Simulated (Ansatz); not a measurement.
# TaN: the cost of one run

Program: Ansatz 0.2.0. Level of theory: DFT PBEsol, scalar-relativistic, plane waves, PAW. These are calculated values, not measurements.

1 further run of the same task is left out (set aside as unsound or not needed). Runs told in other sessions of the task aren't counted.

**1. The system as given**

It takes space group P6/mmm (No. 191, hexagonal). The conventional cell has a = 5.205 Å, b = 5.205 Å, c = 2.904 Å, α = 90.00°, β = 90.00°, γ = 120.00°. Ta (site symmetry 6/mmm) is surrounded by 6 N at 2.60 Å and 2 Ta at 2.90 Å. Ta (site symmetry -6m2) is surrounded by 6 N at 2.09 Å. N (site symmetry mmm) has 6 Ta at 2.09 to 2.60 Å in its first shell of neighbours.

As a file:

```xyz
6
Lattice="5.2051 0.0000 0.0000 -2.6025 4.5077 0.0000 0.0000 0.0000 2.9036" Properties=species:S:1:pos:R:3 pbc="T T T"
Ta    0.0000    0.0000    0.0000
Ta    0.0000    3.0052    1.4518
Ta    2.6025    1.5026    1.4518
N     2.6025    0.0000    0.0000
N     1.3013    2.2539    0.0000
N    -1.3013    2.2539    0.0000
```

This cell was relaxed beforehand with the same method: volume 11.35 Å³/atom, gap on the mesh none (metal).

**2. The reference cell**

The reference gives a free energy of -30560.2634 eV, pressure 0.04 GPa, largest force 0.000 eV/Å and gap on the mesh none (metal). It was computed beforehand with the settings of the runs below.

**3. Breaking the symmetry**

All atoms moved at random, sigma 0.02 Å a component. Displacements in the unstrained cell, with the mean shift removed:

```
atom  ux (Å)  uy (Å)  uz (Å)
 Ta1   0.030   0.011   0.026
 Ta2   0.015  -0.029  -0.004
 Ta3  -0.011   0.034   0.004
  N4  -0.013  -0.027  -0.011
  N5  -0.029   0.003  -0.015
  N6   0.008   0.008   0.000
```

**4. Single point of the disturbed structure**

input.yaml reads:

```yaml
crystal:
  lattice:
    - [5.2050894135, 0.0, 0.0]
    - [-2.6025447067, 4.507739661, 0.0]
    - [0.0, 0.0, 2.903587389]
  atoms:
    - { symbol: Ta, position: [0.0070263514, 0.0024567504, 0.0090502468] }
    - { symbol: Ta, position: [0.3329315721, 0.6602141718, 0.4986370189] }
    - { symbol: Ta, position: [0.6681961963, 0.3407885646, 0.5013051583] }
    - { symbol: "N", position: [0.4946361538, -0.005895622, -0.0037792834] }
    - { symbol: "N", position: [0.4948091147, 0.500710308, -0.0051238783] }
    - { symbol: "N", position: [0.0024006117, 0.5017258272, -8.92623e-05] }
basis:
  ecutwfc: 420
kpoints:
  mp_grid: { grid: [6, 6, 12] }
hamiltonian:
  xc: pbesol
scf:
  occupations: { method: gaussian, width: 0.15 }
output:
  forces: true
  stress: true
  eigenvalues: true
```

On the command line:

```console
$ ansatz run input.yaml --threads 2 --pin off --max-ram 5120MiB --backend cpu --events-out ev --progress --plain --runs-dir out
```

**Question.** How long does this run take on 2 threads of Intel Xeon at 2.70GHz, shared host, and how much memory does it need?

About 16 s, with a peak of 0.63 GiB.
